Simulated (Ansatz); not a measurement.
## AlRu: energy along a strain

AlRu, Pm-3m, a = 2.992 Å (as given, not relaxed at this level: -8.1 GPa). The structure is a COD entry; whether it is the stable form wasn't checked. Ansatz: LDA, PAW, 420 eV, Γ-centred 16×16×16 mesh on 2 atoms, Gaussian smearing 0.15 eV; no spin polarisation. Cell vectors (Å): 2.992 0.000 0.000; 0.000 2.992 0.000; 0.000 0.000 2.992. The cell is strained by x per cent times the pattern (1 0 0 0 0 0) in the order xx yy zz yz xz xy (engineering shears), with fractional coordinates held. y is the free energy over the start, V0 = 13.387 Å³/atom.

| x (%) | y (meV/atom) |
| --- | --- |
| -4.00 | ? |
| -3.00 | -7.89 |
| -2.00 | -8.15 |
| -1.00 | -5.45 |
| 0.00 | 0.00 |
| 1.00 | 8.01 |
| 2.00 | 18.39 |
| 3.00 | 30.98 |
| 3.50 | 38.06 |
| 4.00 | 45.62 |

Q: Fit y = c1 x + c2 x² + c3 x³ to the other rows, get the stiffness along the pattern, and predict the missing energy.

A: Least squares on the rows shown. y = 6.7528 x + 1.2829 x² − 0.030094 x³. The clamped-ion stiffness p·C·p = 2 × 12.83 eV × 160.2 / 13.387 Å³ = 307 GPa, which is C11 in these axes (second derivative at the start, which stands under stress). At x = -4.00 the fit asked for gives -4.56 meV/atom. The run gave -4.41 meV/atom, so the fit is 0.15 meV/atom too low, a small miss on the scale of the series.

Cost: 10 runs of about 2.4 core-minutes in all, on Intel Xeon Processor @ 2.50GHz (Skylake/Cascade Lake) (shared hosts).